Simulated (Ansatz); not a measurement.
Set up this calculation in Ansatz 0.2.0, as the native input.

* Task: band structure
* Functional: HSE06
* Potentials or basis: Ansatz PAW
* Cutoff: 420 eV (not typed: the program's choice for these potentials)
* k mesh: 6 × 6 × 6
* Occupations: fermi-dirac, width 0.05 eV
* Spin: no spin polarisation
* Path: [["G", "L", "B1"], ["B", "Z", "G", "X"], ["Q", "F", "P1", "Z"], ["L", "P"]]
* Points for each segment of the path: 4

The system is Bi2Se3 (Paraguanajuatite).

```xyz
5
Lattice="2.0715 1.1960 9.5453 -2.0715 1.1960 9.5453 0.0000 -2.3920 9.5453" Properties=species:S:1:pos:R:3 pbc="T T T"
Bi    0.0000    0.0000   17.1587
Bi    0.0000    0.0000   11.4773
Se    0.0000    0.0000   22.5738
Se    0.0000    0.0000    6.0622
Se    0.0000    0.0000    0.0000
```

The input as run:

input

```
crystal:
  lattice:
    - [2.0715, 1.1959810826, 9.5453333333]
    - [-2.0715, 1.1959810826, 9.5453333333]
    - [0.0, -2.3919621653, 9.5453333333]
  atoms:
    - { symbol: Bi, position: [0.5992, 0.5992, 0.5992] }
    - { symbol: Bi, position: [0.4008, 0.4008, 0.4008] }
    - { symbol: Se, position: [0.7883, 0.7883, 0.7883] }
    - { symbol: Se, position: [0.2117, 0.2117, 0.2117] }
    - { symbol: Se, position: [0.0, 0.0, 0.0] }
hamiltonian:
  xc: hse06
  pseudopotentials: { kind: paw }
kpoints:
  mp_grid: { grid: [6, 6, 6] }
  band_path:
    path:
      - [[0.0, 0.0, 0.0], [0.5, 0.0, 0.0], [0.5, 0.1771325325, -0.1771325325]]
      - [[0.8228674675, 0.5, 0.1771325325], [0.5, 0.5, 0.5], [0.0, 0.0, 0.0], [0.3385662663, 0.0, -0.3385662663]]
      - [[0.6614337337, 0.3385662663, 0.0], [0.5, 0.5, 0.0], [0.6614337337, 0.6614337337, 0.1771325325], [0.5, 0.5, 0.5]]
      - [[0.5, 0.0, 0.0], [0.8228674675, 0.3385662663, 0.3385662663]]
    npoints: 4
scf:
  occupations: { method: fermi_dirac, width: 0.05 }
  n_extra_bands: 12
output:
  forces: true
  stress: true
  eigenvalues: true
  fatbands: false
```

Results of the run:

The pressure is 0.6 GPa. The largest force is 0.169 eV/Å. The band gap on the k mesh is 0.65 eV, direct and the band gap along the path is 0.65 eV, direct.

Caveat: spin-orbit coupling is left out, which as a rule narrows the gap of such compounds by several tenths of an eV; the PAW data sets come from PBE, with cores solved anew for the run's functional, which leaves a small shift of forces and pressure; the thresholds are loose for stress.

Wall time 7.2 min on 1 × NVIDIA H100 80GB HBM3 with 2 threads of AMD EPYC 7R13 Processor (Zen 3), with other jobs on the host, peak memory 7 GiB.
